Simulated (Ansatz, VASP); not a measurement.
**One calculation of MoS2, two programs**

```xyz
6
Lattice="3.1415 0.0000 0.0000 -1.5707 2.7206 0.0000 0.0000 0.0000 12.5715" Properties=species:S:1:pos:R:3 pbc="T T T"
Mo    0.0000    1.8137    3.1429
Mo    1.5707    0.9069    9.4286
S     0.0000    1.8137    7.8696
S     1.5707    0.9069    1.5839
S     0.0000    1.8137   10.9876
S     1.5707    0.9069    4.7018
```

Alike in both runs: functional PBEsol; k mesh 12 × 12 × 4; occupations fermi-dirac, width 0.1 eV; no spin polarisation.

Ansatz relaxed the structure, and its values are those at the end. VASP's run is a single point on that final structure, the one shown.

|  | VASP | Ansatz |
| --- | --- | --- |
| version | VASP 6.6.1 | Ansatz 0.2.0 |
| potentials or method | VASP PAW PBE potentials, release 64 (Mo_sv, S) | PAW with Ansatz's default frozen-core files, scalar-relativistic |
| plane-wave cutoff (eV) | 520 | 420 |
| valence electrons in the cell | 52 | 52 |

|  | VASP | Ansatz | Ansatz less VASP |
| --- | --- | --- | --- |
| pressure (GPa) | 0.0 | 0.0 | +0.03 |

With one functional, cell and mesh, what is left measures potentials, basis and numerics.

Caveats: the PAW data sets were made with another functional, which shifts forces and pressure a little (VASP); this functional lacks dispersion, which binds the layers, so the pressure and a relaxed spacing across them are unreliable. A k mesh can miss the band edges.
